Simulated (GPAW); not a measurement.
LiH:

```xyz
2
Lattice="0.0000 2.0368 2.0368 2.0368 0.0000 2.0368 2.0368 2.0368 0.0000" Properties=species:S:1:pos:R:3 pbc="T T T"
Li    0.0000    0.0000    0.0000
H     2.0368    2.0368    2.0368
```

Program: GPAW 26.7.0. Alike in all runs: no spin polarisation; cell as given; cutoff (eV) 800; smearing fermi-dirac 0.05 eV.

Order these runs on this cell by their band gap on the k mesh, lowest first.
A. level TB-mBJ; potentials or basis GPAW PAW data sets for LDA (gpaw-data 1.2.1), pw; k mesh 12 × 12 × 12
B. level LDA; potentials or basis the program's PAW data sets (release 1.2.1) made for this functional, pw; k mesh 11 × 11 × 11; band path GXWKGLUWLK,UX; band points 100
C. level PBEsol; potentials or basis PAW data sets generated in the run's folder for this functional, pw; k mesh 11 × 11 × 11; band path GXWKGLUWLK,UX; band points 100
D. level PBE; potentials or basis GPAW PAW data sets (gpaw-data 1.2.1), pw; k mesh 11 × 11 × 11; band path GXWKGLUWLK,UX; band points 100

B (2.83 eV), C (2.98 eV), D (3.19 eV), A (4.69 eV).

Caveats: the mesh misses the band edges, which the band path finds closer together (some runs); a model potential gives levels but no total energy (some runs).

A k mesh can miss the band edges, odd and even meshes differently.
